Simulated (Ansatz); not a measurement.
Ag under changes of volume

One of the cells (17.048 Å³/atom); the others are scaled copies at fixed shape and fractional positions:

```
CELL_PARAMETERS angstrom
0.00000 2.04275 2.04275
2.04275 0.00000 2.04275
2.04275 2.04275 0.00000
ATOMIC_POSITIONS crystal
Ag 0.00000 0.00000 0.00000
```

```yaml
Program: Ansatz 0.2.0
Functional: r2SCAN0
Potentials_or_basis: Ansatz PAW
Cutoff: "500 eV (not typed: the program's choice for these potentials)"
k_mesh: 6 × 6 × 6
Occupations: fermi-dirac, width 0.05 eV
Spin: no spin polarisation
```

| volume (Å³/atom) | energy over the lowest point (meV/atom) | pressure (GPa) |
| --- | --- | --- |
| 16.025 | 56.56 | 11.2 |
| 16.366 | 36.12 | 8.1 |
| 16.707 | 21.87 | 5.4 |
| 17.048 | ? | ? |
| 17.389 | 2.30 | 2.1 |
| 17.730 | 0.00 | 0.2 |
| 18.071 | 1.32 | -1.5 |

What does the run at 17.048 Å³/atom give?

Energy over the lowest point 12.95 meV/atom; pressure 3.0 GPa.

The energies don't lie on one smooth curve, so no fit is given. The run at 17.048 Å³/atom lies farthest off, from a change of basis, grid or state.

Energies are extrapolated to zero smearing.

Caveats: all runs use coarse meshes; the PAW data sets come from PBE, with cores solved anew for the run's functional, which leaves a small shift of forces and pressure; the thresholds are loose for stress.
